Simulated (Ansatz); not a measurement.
Clamped-ion strain scan in TaN

Level of theory: DFT PBE, scalar-relativistic, plane waves, PAW (Ansatz). Settings: plane waves to 420 eV, k-mesh 24×24×24 (Γ-centred), Gaussian smearing 0.15 eV. Spin–orbit coupling is left out, which can shift energies with elements as heavy as these. No spin polarisation. Energies are free energies at this smearing, counted from the undisturbed cell; pressure is positive in compression.

Reference structure (relaxed at this level; this rock-salt form isn't the usual structure):

```xyz
2
Lattice="0.0000 2.2086 2.2086 2.2086 0.0000 2.2086 2.2086 2.2086 0.0000" Properties=species:S:1:pos:R:3 pbc="T T T"
Ta    2.2086    2.2086    2.2086
N     0.0000    0.0000    0.0000
```

The cell is strained by ε times the Voigt pattern (0, 0, 0, 1, 0, 0) (xx, yy, zz, yz, xz, xy; engineering shear) with fractional coordinates fixed. The cell is metallic on the mesh throughout.

| ε | ΔE (meV/atom) |
| --- | --- |
| -0.1500 | 41.3 |
| -0.0750 | 11.1 |
| 0.0000 | 0.0 |
| 0.0187 | 0.6 |
| 0.0375 | 2.6 |
| 0.0562 | 6.1 |
| 0.0937 | 17.4 |
| 0.1125 | 24.7 |
| 0.1312 | 32.8 |

Task: Predict the stress summed along the pattern (GPa, tension positive) at each point.

Result:
```csv
ε,"stress summed along the pattern (GPa, tension positive)"
-0.1500,-6.10
-0.0750,-4.39
0.0000,0.00
0.0187,0.95
0.0375,2.22
0.0562,3.41
0.0937,5.32
0.1125,5.99
0.1312,6.39
```